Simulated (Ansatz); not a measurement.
# MoS2: biaxial strain in the a-b plane

One table from this session's results is given with a row withheld; the runs are named, their logs left out.

Computed with Ansatz 0.2.0 (DFT PBEsol, scalar-relativistic, plane waves, PAW, unless a step's input says otherwise).

2 further runs of the same task are left out: 2 set aside as unsound or not needed.

**The system as given**

It takes space group R3m (No. 160, trigonal). The conventional cell has a = 3.143 Å, b = 3.143 Å, c = 18.855 Å, α = 90.00°, β = 90.00°, γ = 120.00°. Mo (site symmetry 3m) has 6 S at 2.39 Å as nearest neighbours. S (site symmetry 3m) has 3 Mo at 2.39 Å as nearest neighbours.

As a file:

```cif
data_structure
_symmetry_space_group_name_H-M 'R3m:H'
_symmetry_Int_Tables_number 160
_cell_length_a 3.1431
_cell_length_b 3.1431
_cell_length_c 18.8552
_cell_angle_alpha 90.000
_cell_angle_beta 90.000
_cell_angle_gamma 120.000
_cell_volume 161.31
loop_
_atom_site_label
_atom_site_type_symbol
_atom_site_symmetry_multiplicity
_atom_site_Wyckoff_symbol
_atom_site_fract_x
_atom_site_fract_y
_atom_site_fract_z
_atom_site_occupancy
Mo1 Mo 3 a 0.00000 0.00000 0.00023 1
S1 S 3 a 0.33333 0.66667 0.25092 1
S2 S 3 a 0.66667 0.33333 0.08285 1
```

It goes back to an entry of the Materials Project, which need not be the stable form.

The unstrained cell was computed beforehand with the same settings: E(σ→0) = -20010.5039 eV for 9 atoms, gap 0.99 eV over the zone.

Set-up of the first run:

Contents of input.yaml:

```yaml
crystal:
  lattice:
    - [3.1116390454, 0.0, 0.0]
    - [-1.5558195227, 2.6947584607, 0.0]
    - [0.0, 0.0, 18.968308934]
  atoms:
    - { symbol: Mo, position: [0.0, 0.0, 0.0002317094] }
    - { symbol: Mo, position: [0.6666666667, 0.3333333333, 0.3335650427] }
    - { symbol: Mo, position: [0.3333333333, 0.6666666667, 0.666898376] }
    - { symbol: S, position: [0.3333333333, 0.6666666667, 0.2509161712] }
    - { symbol: S, position: [0.6666666667, 0.3333333333, 0.0828511194] }
    - { symbol: S, position: [0.0, 0.0, 0.5842495045] }
    - { symbol: S, position: [0.3333333333, 0.6666666667, 0.4161844528] }
    - { symbol: S, position: [0.6666666667, 0.3333333333, 0.9175828379] }
    - { symbol: S, position: [0.0, 0.0, 0.7495177861] }
basis:
  ecutwfc: 420
kpoints:
  mp_grid: { grid: [12, 12, 2] }
hamiltonian:
  xc: pbesol
scf:
  occupations: { method: gaussian, width: 0.02 }
output:
  forces: true
  stress: true
  eigenvalues: true
relax:
  adjacent_minimum: "off"
  f_tol: 0.008
  max_steps: 40
  cell: { stress_tol: 0.015, fix: [a, b, gamma] }
```

Launch:

```sh
> ansatz run input.yaml --threads 1 --pin off --max-ram 2560MiB --backend cpu --events-out ev --progress --plain --runs-dir out
```

Steps of the session up to this table: The cell strained by -1.0 %; Band edges over the zone at -1.0 %; Strain +1.0 %; Seeking the band edges at +1.0 %; The cell strained by -2.0 %; Seeking the band edges at -2.0 %; The cell strained by +2.0 %; The gap over the whole zone at +2.0 %; The cell strained by -3.0 %; Seeking the band edges at -3.0 %; Strain +3.0 %; Seeking the band edges at +3.0 %.

One table of the session follows, with a row left open; its other results are not shown here.

```
strain (%)  ΔE (meV/atom)  a (Å)  b (Å)   c (Å)  gap (eV)
      -3.0           29.3  3.049  3.049  19.296      1.20
      -2.0           12.8  3.080  3.080  19.142      1.12
      -1.0              ?      ?      ?       ?         ?
      +0.0            0.0  3.143  3.143  18.855      0.99
      +1.0            3.0  3.175  3.175  18.718      0.94
      +2.0           11.8  3.206  3.206  18.573      0.72
      +3.0           26.0  3.237  3.237  18.438      0.51
```

**Question.** Estimate the row for strain (%) = -1.0.

Worked estimate for «ΔE (meV/atom)». A straight line through the neighbours (-2.0, 12.8) and (0.0, 0.0) gives 12.8 + (0.0 − 12.8) × (-1.0 + 2.0) / (0.0 + 2.0) = 6.4; a parabola fitted to 4 rows on both sides gives 3.2.

The run gave: ΔE (meV/atom): 3.1; a (Å): 3.112; b (Å): 3.112; c (Å): 18.991; gap (eV): 1.05. In «ΔE (meV/atom)» the line misses by +3.3 and the parabola by +0.1.

ΔE is over the unstrained cell. Stress in GPa, positive in compression, on the Cartesian axes of the input. Gaps are Kohn-Sham gaps over the whole zone.

To keep in mind: The gap runs from 1.20 eV at -3.0 % through 0.99 to 0.51 eV at +3.0 %. Layers here are held mostly by dispersion, which this level lacks, so their spacing and the stiffness across them are unreliable there.
